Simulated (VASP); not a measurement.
These are revPBE GGA, VASP's PBE PAW potentials (set 64) (plane waves; VASP 6.6.1) values and carry that method's errors.

Input for VASP

### INCAR
```
! general
SYSTEM = Li2O
PREC   = Accurate
ENCUT  = 520   ! plane-wave cut-off (eV)
LREAL  = .FALSE.
LASPH  = .TRUE.

! electronic loop
EDIFF  = 1E-7
NELM   = 100
ALGO   = Normal   ! blocked Davidson

! smearing
ISMEAR = 0   ! Gaussian
SIGMA  = 0.05

! functional
GGA    = RE   ! revPBE

! ions
ISIF   = 2   ! forces and stress, cell fixed

! output
LWAVE  = .FALSE.
LCHARG = .FALSE.
```

KPOINTS:
```
Regular mesh
0
Gamma
8 8 8
0 0 0
```

### POSCAR
```
Li2O
1
    0.0000000000     2.3866267251     2.3866267251
    2.3866267251     0.0000000000     2.3866267251
    2.3866267251     2.3866267251     0.0000000000
Li O
2 1
Direct
  0.2500000000   0.2500000000   0.2500000000
  0.7500000000   0.7500000000   0.7500000000
  0.0000000000   0.0000000000   0.0000000000
```

POTCAR, in this order: Li_sv O (PBE.64 set). Program: vasp_std.

Output of the run:

File OSZICAR:
```
       N       E                     dE             d eps       ncg     rms          rms(c)
DAV:   1     0.452965316668E+02    0.45297E+02   -0.59705E+03   580   0.126E+03
DAV:   2    -0.103550719391E+02   -0.55652E+02   -0.53364E+02   730   0.233E+02
DAV:   3    -0.153648450031E+02   -0.50098E+01   -0.49951E+01   976   0.609E+01
DAV:   4    -0.154404222201E+02   -0.75577E-01   -0.75487E-01   784   0.841E+00
DAV:   5    -0.154413483994E+02   -0.92618E-03   -0.92613E-03   824   0.741E-01    0.752E+00
DAV:   6    -0.136864019969E+02    0.17549E+01   -0.10348E+01   582   0.199E+01    0.307E+00
DAV:   7    -0.136498059457E+02    0.36596E-01   -0.28547E-01   638   0.428E+00    0.150E+00
DAV:   8    -0.136586414035E+02   -0.88355E-02   -0.73682E-02   658   0.340E+00    0.385E-01
DAV:   9    -0.136573577282E+02    0.12837E-02   -0.65667E-03   748   0.758E-01    0.121E-01
DAV:  10    -0.136582844540E+02   -0.92673E-03   -0.20133E-03   618   0.347E-01    0.653E-02
DAV:  11    -0.136582657466E+02    0.18707E-04   -0.73395E-05   772   0.987E-02    0.144E-02
DAV:  12    -0.136582714300E+02   -0.56835E-05   -0.22003E-05   676   0.367E-02    0.382E-03
DAV:  13    -0.136582721320E+02   -0.70193E-06   -0.28741E-06   648   0.139E-02    0.981E-04
DAV:  14    -0.136582721043E+02    0.27677E-07   -0.73729E-08   766   0.293E-03
   1 F= -.13658272E+02 E0= -.13658272E+02  d E =-.120657E-10
```

OUTCAR:
```
------------------------ aborting loop because EDIFF is reached ----------------------------------------
  FORCE on cell =-STRESS in cart. coord.  units (eV):
  Direction    XX          YY          ZZ          XY          YZ          ZX
  --------------------------------------------------------------------------------------
  Total       -0.6454936     -0.6454936     -0.6454936      0.0000000      0.0000000      0.0000000
  in kB      -38.0381183    -38.0381183    -38.0381183      0.0000000      0.0000000      0.0000000
  external PRESSURE =     -38.0381183 kB  Pullay stress =       0.0000000 kB
  volume of cell :       27.19
      direct lattice vectors                 reciprocal lattice vectors
     0.000000000  2.386626725  2.386626725    -0.209500713  0.209500713  0.209500713
     2.386626725  0.000000000  2.386626725     0.209500713 -0.209500713  0.209500713
     2.386626725  2.386626725  0.000000000     0.209500713  0.209500713 -0.209500713
 POSITION                                       TOTAL-FORCE (eV/Angst)
 -----------------------------------------------------------------------------------
      1.19331      1.19331      1.19331         0.000000      0.000000     -0.000000
      3.57994      3.57994      3.57994         0.000000      0.000000      0.000000
      0.00000      0.00000      0.00000        -0.000000     -0.000000      0.000000
 -----------------------------------------------------------------------------------
    total drift:                                0.000000      0.000000      0.000000
  FREE ENERGIE OF THE ION-ELECTRON SYSTEM (eV)
  ---------------------------------------------------
  free  energy   TOTEN  =       -13.6582721043 eV

  energy  without entropy=      -13.6582721043  energy(sigma->0) =      -13.65827210
```
(Selected blocks of OUTCAR.)

The compound is Li2O in the antifluorite structure. This cell is one point of a volume scan, at 1.06 of the reference volume.
